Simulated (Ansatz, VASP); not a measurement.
## Two plane-wave programs on Pb

```
CELL_PARAMETERS angstrom
0.00000 2.44157 2.44157
2.44157 0.00000 2.44157
2.44157 2.44157 0.00000
ATOMIC_POSITIONS crystal
Pb 0.00000 0.00000 0.00000
```

Alike in both runs: task single point; functional PBEsol; k mesh 9 × 9 × 9; occupations fermi-dirac, width 0.05 eV; no spin polarisation.

|  | VASP | Ansatz |
| --- | --- | --- |
| version | VASP 6.6.1 | Ansatz 0.2.0 |
| potentials or method | VASP PAW PBE potentials, release 64 (Pb_d) | Ansatz PAW |
| plane-wave cutoff (eV) | 520 | 420 |
| valence electrons in the cell | 14 | 14 |

Ansatz gave:

```
gap on the k mesh at the Fermi level (eV) : none
pressure (GPa)                            : 1.5
```

Problem. What did VASP give for the same quantities?

Solution. gap on the k mesh at the Fermi level (eV): none; pressure (GPa): 1.4.

A gap of «none» marks a metal or a gap that the smearing closes.

Caveats: the PAW data sets were made with another functional, which shifts forces and pressure a little (VASP); the PAW data sets come from PBE, with cores solved anew for the run's functional, which leaves a small shift of forces and pressure (Ansatz). The runs have no spin-orbit coupling, so splittings on Pb are missing.
